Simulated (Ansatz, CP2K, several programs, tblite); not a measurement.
Energy against volume for BaTe (CsCl type), at fixed shape and fractional coordinates, computed by several methods (PBE and r2SCAN, where shown, with plane waves in Ansatz); the cell shown is that of r2SCAN. It is cubic, Pm-3m (No. 221); conventional cell a = 4.245 Å, 38.24 Å³ an atom. Around Ba lie 8 Te at 3.68 Å; around Te lie 8 Ba at 3.68 Å. The calculation is spin-unpolarised, and the structure need not be a phase that has been made. Energies count from each curve's lowest point; fits are third-order Birch-Murnaghan.

```xyz
2
Lattice="4.2448 0.0000 0.0000 0.0000 4.2448 0.0000 0.0000 0.0000 4.2448" Properties=species:S:1:pos:R:3 pbc="T T T"
Ba    0.0000    0.0000    0.0000
Te    2.1224    2.1224    2.1224
```

Q: PBE, on the shape of its own relaxed cell, gives
```tsv
V (Å³/atom)	E (meV/atom)
35.948	15.25
37.095	3.60
38.243	0.00
39.390	3.26
40.537	12.36
```
What equilibrium volume and bulk modulus follow?

A: V₀ = 38.24 Å³ an atom and B₀ = 32 GPa.

light PBE (260 eV, its own mesh), on the shape of the cell shown:

| V (Å³/atom) | E (meV/atom) |
| --- | --- |
| 35.183 | 128.42 |
| 36.713 | 96.22 |
| 38.243 | 90.59 |
| 39.772 | 48.07 |
| 41.302 | 8.34 |
| 42.832 | 0.00 |

The lowest point is an end point, so the minimum isn't bracketed.

PBE/SZV (CP2K), on the shape of the cell shown:
```tsv
V (Å³/atom)	E (meV/atom)
33.653	456.92
35.948	263.80
38.243	133.54
40.537	49.59
42.832	0.00
```
The lowest point is an end point, so the minimum isn't bracketed.

GFN2-xTB (tblite), on the shape of the cell shown, as a cluster of 16 atoms at the zone centre:
```tsv
V (Å³/atom)	E (meV/atom)
33.653	340.07
35.948	235.90
38.243	143.06
40.537	61.17
42.832	0.00
```
This method closes the gap of a crystal that DFT finds insulating, so its curve rests on a wrong state.
The lowest point is an end point, so the minimum isn't bracketed.

Q: r2SCAN, on the shape of its own relaxed cell, gives
```
V (Å³/atom)  E (meV/atom)
     35.948         15.69
     37.095          3.55
     38.243          0.00
     39.390          3.79
     40.537         13.83
```
What equilibrium volume and bulk modulus follow?

A: V₀ = 38.19 Å³ an atom and B₀ = 34 GPa.

No spin-orbit coupling is included; it can move band edges with weight on the heavy atoms by tenths of an eV.
